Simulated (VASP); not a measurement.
Wanted: the native input for a VASP 6.6.1 run.

| Property | Result |
| --- | --- |
| Task | single point |
| Functional | PBEsol |
| Potentials or basis | VASP PAW PBE potentials, release 64 (Ga_d, As) |
| Cutoff | 520 eV |
| k mesh | 12 × 12 × 12 |
| Occupations | gaussian, width 0.02 eV |
| Spin | no spin polarisation |
| Dipole correction | no |
| Further INCAR settings | ALGO = Normal; EDIFF = 1e-07; NBANDS = 16 |

The structure of GaAs lies in POSCAR:

```
GaAs
1.0
    0.0000000000      2.8291375032      2.8291375032
    2.8291375032      0.0000000000      2.8291375032
    2.8291375032      2.8291375032      0.0000000000
Ga As
1 1
Direct
    0.0000000000      0.0000000000      0.0000000000
    0.7500000000      0.7500000000      0.7500000000
```

The input as run:

INCAR

```
SYSTEM = GaAs
PREC = Accurate
ENCUT = 520
EDIFF = 1E-7
ISMEAR = 0
SIGMA = 0.02
LREAL = .False.
LASPH = .True.
NELM = 100
ALGO = Normal
ISIF = 2
LWAVE = .False.
LCHARG = .False.
GGA = PS
NBANDS = 16
```

KPOINTS

```
regular mesh
0
Gamma
  12 12 12
  0 0 0
```

Potentials or basis: VASP PAW PBE potentials, release 64 (Ga_d, As).

The run is started by

```sh
$ cat potpaw_PBE.64/Ga_d/POTCAR potpaw_PBE.64/As/POTCAR > POTCAR
$ mpirun -np 1 vasp_std > vasp.out
```

It gave:

- Pressure: 0.2 GPa
- Band gap on the k mesh: 0.44 eV, direct

Caveat: the PAW data sets were made with another functional, which shifts forces and pressure a little.

It took 37 s on 1 thread of Intel(R) Xeon(R) Platinum 8375C CPU @ 2.90GHz (Ice Lake), on a shared host, peak memory 0.2 GiB.
